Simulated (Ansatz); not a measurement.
## Spin–orbit splittings in BaS

```
CELL_PARAMETERS angstrom
0.00000 3.19375 3.19375
3.19375 0.00000 3.19375
3.19375 3.19375 0.00000
ATOMIC_POSITIONS crystal
Ba 0.00000 0.00000 0.00000
S 0.50000 0.50000 0.50000
```

Atoms are numbered in the order listed.

The cell is COD entry 9008600, as deposited and not checked against the literature; nothing was relaxed.

All numbers are computed: DFT, PBE, all-electron LAPW, scalar-relativistic (Ansatz 0.2.0); DFT, PBE, all-electron LAPW, Dirac equation with spin-orbit coupling (Ansatz 0.2.0).

Settings: a Γ-centred 7×7×7 k mesh, Fermi–Dirac smearing of 0.01 eV, basis error target 0.25 meV/atom, no spin polarisation.

Levels between -4 and 3 eV, each run counted from its own valence-band top. Scalar levels are listed once for both spins; with the coupling every spinor state is counted. Levels near the edges of the range can cross them.

(1) At Γ (0.000, 0.000, 0.000) the scalar-relativistic levels are 0.00 (×3). What are they with spin–orbit coupling?

(2) At X (0.500, 0.000, 0.500) the scalar-relativistic levels are -0.45, -0.10 (×2), 2.21. What are they with spin–orbit coupling?

(3) Without the coupling the gap is 2.21 eV, indirect from Γ to X (0.5, 0, 0.5). And with it?

Results:

(1) -0.14 (×2), 0.00 (×4).

(2) -0.52 (×2), -0.21 (×2), -0.07 (×2), 2.16 (×2).

(3) 2.16 eV, indirect from Γ to X (0.5, 0, 0.5).
